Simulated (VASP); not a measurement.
# GaP (F-43m) in VASP: settings compared, part 2 of 3

VASP 6.6.1. The steps go on from the part before.

### Step 3. Elastic constants, LDA

This run uses another cell than the first one, of 19.61 Å³/atom, 0.976 times its volume.

File POSCAR:

```
GaP
1.0
    0.0000000000      2.6966856200      2.6966856200
    2.6966856200      0.0000000000      2.6966856200
    2.6966856200      2.6966856200      0.0000000000
  Ga              P
     1     1
Direct
     0.0000000000000000    0.0000000000000000    0.0000000000000000
     0.2500000000000000    0.2500000000000000    0.2500000000000000
```

File INCAR.step1:

```
PREC = Accurate ; ENCUT = 600
EDIFF = 1E-8 ; ISMEAR = 0
SIGMA = 0.03 ; LREAL = F
LASPH = T ; NELM = 80
ALGO = Fast ; ISIF = 3
LWAVE = F ; LCHARG = F
IBRION = 2 ; NSW = 40
EDIFFG = -0.002
```

File INCAR.step2:

```
PREC = Accurate ; ENCUT = 600
EDIFF = 1E-8 ; ISMEAR = 0
SIGMA = 0.03 ; LREAL = F
LASPH = T ; NELM = 80
ALGO = Fast ; ISIF = 3
LWAVE = F ; LCHARG = F
IBRION = 6 ; NFREE = 2
POTIM = 0.015 ; NSW = 1
```

File KPOINTS:

```
Automatic mesh
0
Gamma
  8 8 8
```

Potentials or basis: VASP PAW LDA potentials, release 64 (Ga_d, P).

The run is started by

```console
cat potpaw_LDA.64/Ga_d/POTCAR potpaw_LDA.64/P/POTCAR > POTCAR
cp INCAR.step1 INCAR
mpirun -np 1 vasp_std > vasp.out
cp CONTCAR POSCAR
cp INCAR.step2 INCAR
mpirun -np 1 vasp_std > vasp.out
```

OUTCAR:

```text
PREC = Accurate
   ENCUT = 600
   EDIFF = 1E-8
   ISMEAR = 0
   LREAL = F
   LASPH = T
   NELM = 80
   ISIF = 3
   IBRION = 6
   NFREE = 2
   POTIM = 0.015
   NSW = 1

 ion  position               nearest neighbor table
   1  0.000  0.000  0.000-   2 2.34   2 2.34   2 2.34   2 2.34
   2  0.250  0.250  0.250-   1 2.34   1 2.34   1 2.34   1 2.34

  LATTYP: Found a face centered cubic cell.
 ALAT       =     5.3933712400

  Lattice vectors:

 A1 = (   0.0000000000,   2.6966856200,   2.6966856200)
 A2 = (   2.6966856200,   0.0000000000,   2.6966856200)
 A3 = (   2.6966856200,   2.6966856200,   0.0000000000)

Analysis of symmetry for initial positions (statically):
=====================================================================
 Subroutine PRICEL returns:
 Original cell was already a primitive cell.

 Routine SETGRP: Setting up the symmetry group for a
 face centered cubic supercell.

 Subroutine GETGRP returns: Found 24 space group operations
 (whereof 24 operations were pure point group operations)
 out of a pool of 48 trial point group operations.

The static configuration has the point symmetry T_d .

Analysis of symmetry for dynamics (positions and initial velocities):
=====================================================================
 Subroutine PRICEL returns:
 Original cell was already a primitive cell.

 Routine SETGRP: Setting up the symmetry group for a
 face centered cubic supercell.

 Subroutine GETGRP returns: Found 24 space group operations
 (whereof 24 operations were pure point group operations)
 out of a pool of 48 trial point group operations.

The dynamic configuration has the point symmetry T_d .

 Subroutine INISYM returns: Found 24 space group operations
 (whereof 24 operations are pure point group operations),
 and found     1 'primitive' translations

----------------------------------------------------------------------------------------

                                     Primitive cell

  volume of cell :      39.2212

  direct lattice vectors                    reciprocal lattice vectors
     0.000000000  2.696685620  2.696685620    -0.185412788  0.185412788  0.185412788
     2.696685620  0.000000000  2.696685620     0.185412788 -0.185412788  0.185412788
     2.696685620  2.696685620  0.000000000     0.185412788  0.185412788 -0.185412788

  length of vectors
     3.813689377  3.813689377  3.813689377     0.321144370  0.321144370  0.321144370

  position of ions in fractional coordinates (direct lattice)
     0.000000000  0.000000000  0.000000000
     0.250000000  0.250000000  0.250000000

  ion indices of the primitive-cell ions
   primitive index   ion index
                 1           1
                 2           2

----------------------------------------------------------------------------------------

 KPOINTS: Automatic mesh

[... 301 lines left out ...]

 Free energy of the ion-electron system (eV)
  ---------------------------------------------------
  ext. energy  EPLUGINS =         0.00000000
  ---------------------------------------------------
  free energy    TOTEN  =       -10.44964999 eV

  energy without entropy =      -10.44964999  energy(sigma->0) =      -10.44964999

 E-fermi :   5.0084     XC(G=0): -10.3056

 val. band max:        4.8826113410   @ k =   0.0000   0.0000   0.0000
 cond. band min:       6.2615975353   @ k =   0.0000   0.5000   0.5000
 fundamental gap:      1.3789861943
 Fermi energy:         5.0083796787

 k-point     1 :       0.0000    0.0000    0.0000
  band No.  band energies     occupation
      1      -9.9311      2.00000
      2      -9.9288      2.00000
      3      -9.9260      2.00000
      4      -9.8206      2.00000
      5      -9.8206      2.00000
      6      -7.9151      2.00000
      7       4.7887      2.00000
      8       4.8367      2.00000
      9       4.8826      2.00000
     10       6.7363      0.00000
     11       8.5934      0.00000
     12       8.6194      0.00000
     13       8.6477      0.00000
[... 354 lines left out ...]
  band No.  band energies     occupation
      1     -10.0206      2.00000
      2      -9.8949      2.00000
      3      -9.8805      2.00000
      4      -9.8269      2.00000
      5      -9.8127      2.00000
      6      -5.2845      2.00000
      7      -1.8446      2.00000
      8       1.4728      2.00000
      9       2.8101      2.00000
     10       8.2776      0.00000
     11       9.0145      0.00000
     12      11.2835      0.00000
     13      12.7353      0.00000

 [... further k-points ...]
[... 5 lines left out ...]
  --------------------------------------------------------------------------------------
  -------------------------------------------------------------------------------------
  Total       -0.0026657      0.0000090      0.0000090      0.0000000      0.1205229      0.0000000
  in kB       -0.1088916      0.0003692      0.0003692      0.0000000      4.9233315      0.0000000
  external PRESSURE =      -0.0360511 kB  Pullay stress =       0.0000000 kB
[... 17 lines left out ...]
  FREE ENERGIE OF THE ION-ELECTRON SYSTEM (eV)
  ---------------------------------------------------
  free  energy   TOTEN  =       -10.4496499890 eV

  energy  without entropy=      -10.4496499890  energy(sigma->0) =      -10.44964999

 INTERNAL STRAIN TENSORS FROM STRAINED CELLS
 ============================================

 INTERNAL STRAIN TENSOR FOR ION    1 for displacements in x,y,z  (eV/Angst):
          X           Y           Z          XY          YZ          ZX
  --------------------------------------------------------------------------------
  x     0.00000     0.00000    -0.00000    -0.00000     8.06635    -0.00000
  y     0.00000     0.00000    -0.00000    -0.00000     0.00000     8.06589
  z     0.00000     0.00000    -0.00000     8.06686    -0.00000    -0.00000

 INTERNAL STRAIN TENSORS FROM DISPLACED ATOMS
 ============================================

 INTERNAL STRAIN TENSOR FOR ION    1 for displacements in x,y,z  (eV/Angst):
          X           Y           Z          XY          YZ          ZX
  --------------------------------------------------------------------------------
  x    -0.00000    -0.00000    -0.00000     0.00000     8.06273     0.00000
  y    -0.00000    -0.00000    -0.00000     0.00000     0.00000     8.06273
  z    -0.00000    -0.00000    -0.00000     8.06273     0.00000     0.00000

 INTERNAL STRAIN TENSOR FOR ION    2 for displacements in x,y,z  (eV/Angst):
          X           Y           Z          XY          YZ          ZX
  --------------------------------------------------------------------------------
  x     0.00000    -0.00000    -0.00000     0.00000    -8.04830     0.00000
  y    -0.00000    -0.00000    -0.00000     0.00000     0.00000    -8.04830
  z    -0.00000    -0.00000     0.00000    -8.04830     0.00000     0.00000

 Eigenvectors and eigenvalues of the dynamical matrix
 ----------------------------------------------------

   1 f  =   10.922255 THz    68.626551 2PiTHz  364.327202 cm-1    45.170796 meV
             X         Y         Z           dx          dy          dz
      0.000000  0.000000  0.000000     0.000000    0.000000   -0.554409
      1.348343  1.348343  1.348343     0.000000    0.000000    0.832244
[... 21 lines left out ...]
   6 f/i=    0.002681 THz     0.016848 2PiTHz    0.089442 cm-1     0.011089 meV
             X         Y         Z           dx          dy          dz
      0.000000  0.000000  0.000000     0.000000    0.000000    0.832244
      1.348343  1.348343  1.348343     0.000000    0.000000    0.554409

--------------------------------------------------------------------------------------------------------

 ELASTIC MODULI CONTR FROM IONIC RELAXATION (kBar)
 Direction    XX          YY          ZZ          XY          YZ          ZX
 --------------------------------------------------------------------------------
 XX          -0.0000      0.0000      0.0000     -0.0000      0.0000     -0.0000
 YY           0.0000     -0.0000     -0.0000     -0.0000     -0.0000     -0.0000
 ZZ           0.0000     -0.0000     -0.0000      0.0000     -0.0000     -0.0000
 XY          -0.0000     -0.0000      0.0000   -253.2707      0.0000      0.0000
 YZ           0.0000     -0.0000     -0.0000      0.0000   -253.2707      0.0000
 ZX          -0.0000     -0.0000     -0.0000      0.0000      0.0000   -253.2707
 --------------------------------------------------------------------------------

 TOTAL ELASTIC MODULI (kBar)
 Direction    XX          YY          ZZ          XY          YZ          ZX
 --------------------------------------------------------------------------------
 XX        1371.6326    589.5676    589.5676      0.0000      0.0000      0.0000
 YY         589.5676   1371.6326    589.5676      0.0000     -0.0000     -0.0000
 ZZ         589.5676    589.5676   1371.6326      0.0000      0.0000     -0.0000
 XY           0.0000      0.0000      0.0000    710.6025      0.0000      0.0000
 YZ           0.0000     -0.0000      0.0000      0.0000    710.6025      0.0000
 ZX           0.0000     -0.0000     -0.0000      0.0000      0.0000    710.6025
 --------------------------------------------------------------------------------
```

Wall time 6.6 min (1 thread of Intel Xeon 6975P-C (Granite Rapids), shared host); peak memory 0.3 GiB.

Results:

- Elastic constants C11, C12, C44: 137, 59, 71 GPa
- Voigt bulk modulus: 85 GPa
- Highest phonon frequency at Γ, LO-TO splitting left out: 364 cm⁻¹

Phonon frequencies in cm⁻¹ (negative: imaginary):
```
              q point        frequencies
(0.000, 0.000, 0.000)  0 0 0 364 364 364
```

Elastic tensor in Voigt notation (GPa, in the Cartesian axes of the cell as first typed):
```
137  59  59   0   0   0
 59 137  59   0   0   0
 59  59 137   0   0   0
  0   0   0  71   0   0
  0   0   0   0  71   0
  0   0   0   0   0  71
```

Clamped-ion elastic tensor (GPa):
```
137  59  59   0   0   0
 59 137  59   0   0   0
 59  59 137   0   0   0
  0   0   0  96   0   0
  0   0   0   0  96   0
  0   0   0   0   0  96
```

(Part 2 of 3 ends here.)
